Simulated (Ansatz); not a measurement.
Clusters are cut from relaxed bulk MgS (Fm-3m, 17.88 Å³/atom, gap on the mesh 2.76 eV) and relaxed in a periodic box with vacuum; the excess energy counts from that bulk.

Level of theory: DFT PBE, scalar-relativistic, plane waves, PAW in Ansatz 0.2.0.

Plane waves to 420 eV, a k mesh through Γ of 1×1×1 on the computed 8-atom cell and Gaussian smearing (0.05 eV); no spin polarisation.

Start (Mg4S4, sphere cut, shaken):

```
CELL_PARAMETERS angstrom
11.10000 0.00000 0.00000
0.00000 11.40000 0.00000
0.00000 0.00000 11.70000
ATOMIC_POSITIONS crystal
Mg 0.38424 0.38053 0.37881
S 0.61165 0.37487 0.38224
Mg 0.37844 0.60520 0.60987
S 0.60895 0.62095 0.61116
Mg 0.63590 0.39055 0.60725
S 0.38559 0.40378 0.60918
Mg 0.62344 0.61074 0.40326
S 0.37314 0.61683 0.38558
```

What does the relaxation give?

The free energy falls by 465 meV/atom.

```
excess energy (eV per host atom)                      : 0.735
gap on the mesh (eV)                                  : 2.94
highest filled level or Fermi level under vacuum (eV) : 5.86
```

Relaxed structure:
```yaml
crystal:
  lattice:
    - [11.10000, 0.00000, 0.00000]
    - [0.00000, 11.40000, 0.00000]
    - [0.00000, 0.00000, 11.70000]
  atoms:
    - { symbol: Mg, position: [0.40768, 0.40793, 0.41027] }
    - { symbol: S, position: [0.62349, 0.38204, 0.38343] }
    - { symbol: Mg, position: [0.40571, 0.59111, 0.58651] }
    - { symbol: S, position: [0.62092, 0.62119, 0.61349] }
    - { symbol: Mg, position: [0.59454, 0.41093, 0.58768] }
    - { symbol: S, position: [0.37930, 0.38117, 0.61488] }
    - { symbol: Mg, position: [0.59276, 0.59179, 0.40918] }
    - { symbol: S, position: [0.37694, 0.61728, 0.38189] }
```

Each run keeps its start's symmetry and one magnetic start, so lower states can exist.

It took 11 s on 4 threads of Arm Neoverse V1 (shared host), peak memory 0.81 GiB.